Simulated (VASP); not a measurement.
Lu, 2 atoms in the cell. It takes space group P6_3/mmc (No. 194, hexagonal). Conventional cell: a = 3.518 Å, b = 3.518 Å, c = 5.446 Å, α = 90.00°, β = 90.00°, γ = 120.00°. Lu (site symmetry -6m2) has 12 Lu at 3.40 to 3.52 Å as nearest neighbours. 

```yaml
Program: VASP 6.6.1
Task: relaxation of cell and atoms
Functional: PBE
Potentials_or_basis: VASP PAW PBE potentials, release 64 (Lu)
Cutoff: 600 eV
k_mesh: 15 × 15 × 8
Occupations: gaussian, width 0.1 eV
Spin: no spin polarisation
Further_INCAR_settings: ALGO = Normal; EDIFF = 1e-07; IBRION = 2; EDIFFG = -0.005; NSW = 90; ISIF = 3
```

Potentials or basis: VASP PAW PBE potentials, release 64 (Lu).

The run is started by

```sh
$ cat potpaw_PBE.64/Lu/POTCAR > POTCAR
$ mpirun -np 1 vasp_std > vasp.out
```

Hardware: 1 thread of Intel(R) Xeon(R) 6975P-C (Granite Rapids) (shared host).

**Question.** How long does it take, and how much memory?

**Answer.** It took 20 min on 1 thread of Intel(R) Xeon(R) 6975P-C (Granite Rapids), on a shared host, peak memory 0.41 GiB. Counts: scf iterations 143, k points 135, ion steps 25.
